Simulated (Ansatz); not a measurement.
Crystal: Ti.

```
Ti
1.0
    -1.64100    1.64100    1.64100
     1.64100   -1.64100    1.64100
     1.64100    1.64100   -1.64100
Ti
1
Direct
  0.00000 0.00000 0.00000
```

This isn't the form of Ti at room conditions, which is hcp.

* Program: Ansatz 0.2.0
* Task: relaxation of cell and atoms
* Functional: revPBE
* Dispersion: D4
* Potentials or basis: Ansatz PAW
* Cutoff: 420 eV (not typed: the program's choice for these potentials)
* k mesh: 11 × 11 × 11
* Occupations: fermi-dirac, width 0.05 eV
* Spin: no spin polarisation

At the start: volume 17.68 Å³/atom.

Problem. How do energy, volume and symmetry change on relaxing?

Solution. It ends after 5 steps and the volume is 17.15 Å³/atom (-3.0 %); space group Im-3m (No. 229, to 0.05 Å).

Step by step:
| step | energy change (eV) | largest force (eV/Å) | volume (Å³) |
| --- | --- | --- | --- |
| 1 | 0.0000 | 0.0000 | 17.68 |
| 2 | -0.0015 | 0.0000 | 16.73 |
| 3 | -0.0050 | 0.0000 | 17.17 |
| 4 | -0.0050 | 0.0000 | 17.15 |
| 5 | -0.0050 | 0.0000 | 17.15 |

Final structure:
```
CELL_PARAMETERS angstrom
-1.62462 1.62462 1.62462
1.62462 -1.62462 1.62462
1.62462 1.62462 -1.62462
ATOMIC_POSITIONS crystal
Ti 0.00000 0.00000 0.00000
```

Caveat: the plane-wave basis is chosen anew once the cell has moved, so the energies of steps on either side of that aren't comparable; the PAW data sets come from PBE, with cores solved anew for the run's functional, which leaves a small shift of forces and pressure.
